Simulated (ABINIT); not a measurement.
Crystal: MgO2.

```xyz
3
Lattice="1.6048 0.9265 3.4940 -1.6048 0.9265 3.4940 0.0000 -1.8530 3.4940" Properties=species:S:1:pos:R:3 pbc="T T T"
Mg    0.0000    0.0000    0.0000
O     0.0000    0.0000    5.9874
O     0.0000    0.0000    4.4945
```

The cell comes from a database or a generator and needn't be the stable form of this composition.

```yaml
Program: ABINIT 10.8.3 (patched build)
Task: relaxation of cell and atoms
Functional: PBEsol
Potentials_or_basis: PseudoDojo NC SR PBEsol v0.4.1 standard
Cutoff: 1143 eV
k_mesh: 8 × 8 × 8
Occupations: fermi-dirac, width 0.05 eV
Spin: no spin polarisation
```

At the start: pressure -4.9 GPa; volume 10.39 Å³/atom.

Q: Where does the relaxation end?

A: Over 9 steps the energy falls by 6.2 meV/atom and the volume is 10.01 Å³/atom (-3.6 %); space group R-3m (No. 166, to 0.05 Å).

Step by step:
```
step  energy change (eV)  largest force (eV/Å)  pressure (GPa)  volume (Å³)
   1              0.0000                0.3152           -4.86        31.17
   2             -0.0127                0.0136           -2.67        30.71
   3             -0.0175                0.1147           -0.44        30.21
   4             -0.0183                0.0398           -0.02        30.08
   5             -0.0184                0.0241            0.05        30.04
   6             -0.0185                0.0277            0.02        30.04
   7             -0.0185                0.0149           -0.01        30.04
   8             -0.0185                0.0039           -0.01        30.04
   9             -0.0185                0.0001            0.00        30.04
```

Final structure:
```
Mg O
1.0
     1.58407    0.91456    3.45556
    -1.58407    0.91456    3.45556
     0.00000   -1.82912    3.45556
Mg O
1 2
Direct
  0.00000 0.00000 0.00000
  0.57085 0.57085 0.57085
  0.42915 0.42915 0.42915
```
